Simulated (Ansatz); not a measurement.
SiC (zincblende), relaxed with r2SCAN in Ansatz: space group F-43m (No. 216), cubic; a = 4.356 Å in the conventional setting, 10.33 Å³ an atom. Si is surrounded by 4 C at 1.89 Å; C is surrounded by 4 Si at 1.89 Å. The cell was then strained (x, y and z are the cube axes), with the atoms relaxed again; stress is positive in compression. No spin polarisation and no zero-point or thermal motion.

- Uniaxial -0.5 % along x, other directions held: r2SCAN's stress changes by +2.08 GPa along the strain and +0.69 GPa across it.
- Isotropic -1.0 % on every length: the pressure changes by +7.27 GPa, and the HSE06 gap (Γ → X) goes from 2.227 to 2.208 eV.
- Epitaxial strain of -1.0 % in the (001) plane: the free normal strain is +0.65 % and the in-plane stress changes by +4.76 GPa.
- In that film r2SCAN's threefold valence top at Γ splits as 2+1 from the top, by 0.120 eV.
- Uniaxial strain of +1.0 % along [111], atoms relaxed: the xy stress changes by -1.706 GPa.
- That strain splits the valence top at Γ by 0.094 eV (r2SCAN).

Q: Estimate C₁₁, C₁₂ and the bulk modulus from the uniaxial step.

A: With compression positive, C₁₁ ≈ −Δσ∥/ε = (-2.08)/(-0.0050) = 416 GPa and C₁₂ ≈ (-0.69)/(-0.0050) = 138 GPa; B = (C₁₁ + 2C₁₂)/3 = 231 GPa. A one-sided step carries third-order terms: it reads high by some per cent.

Q: What bulk modulus does the isotropic step give?

A: Δ ln V = 3 ln(0.9900) = -0.0302, so B ≈ −ΔP/Δ ln V = 241 GPa, against 231 GPa from C₁₁ and C₁₂; one-sided steps of finite size carry third-order terms.

Q: Give the volume deformation potential of that gap and its pressure coefficient.

A: a_V = ΔE_g/Δ ln V = (-0.019)/(-0.0302) = +0.63 eV; dE_g/dP = −a_V/B = -3 meV/GPa, with HSE06's gap and r2SCAN's modulus.

Q: What do the film's normal strain and stress say about the elastic constants?

A: ε⊥/ε∥ = (+0.0065)/(-0.0100) = -0.65, which linear elasticity sets to −2C₁₂/C₁₁ = -0.66 from the uniaxial step. The biaxial modulus is M = −Δσ/ε∥ = 476 GPa (C₁₁ + C₁₂ − 2C₁₂²/C₁₁ = 462 GPa).

Q: How much elastic energy does the film store, with 10.33 Å³ an atom?

A: u = M ε∥² = −Δσ ε∥ = -4.76 × (-0.0100) = 0.0476 GPa, and 1 GPa Å³ is 6.2415 meV: 3.07 meV an atom. The total energies of the two runs differ by 3.07 meV an atom.

Q: Extract the shear deformation potential b.

A: Without spin-orbit coupling the splitting is 3|b| |ε_zz − ε_xx| = 3|b| × 0.0165, so |b| = 0.120/0.0495 = 2.42 eV.

Q: Estimate C₄₄.

A: A strain ε along [111] has ε_xy = ε/3 = +0.00333, an engineering shear of 2ε/3, so C₄₄ ≈ −Δσ_xy/(2ε/3) = 256 GPa, atoms relaxed.

Q: Extract the deformation potential d.

A: Without spin-orbit coupling the splitting is 3√3 |d| ε_xy = √3 |d| |ε|, so |d| = 0.094/(1.732 × 0.0100) = 5.43 eV.

Where an edge lies off the special points, it is a point of the mesh or the k point where a search put PBE's edge or least direct gap, reused for the other functionals, whose own edges may lie a little apart.

The meshes of the hybrids are coarse, so their gaps aren't converged to the digits shown.
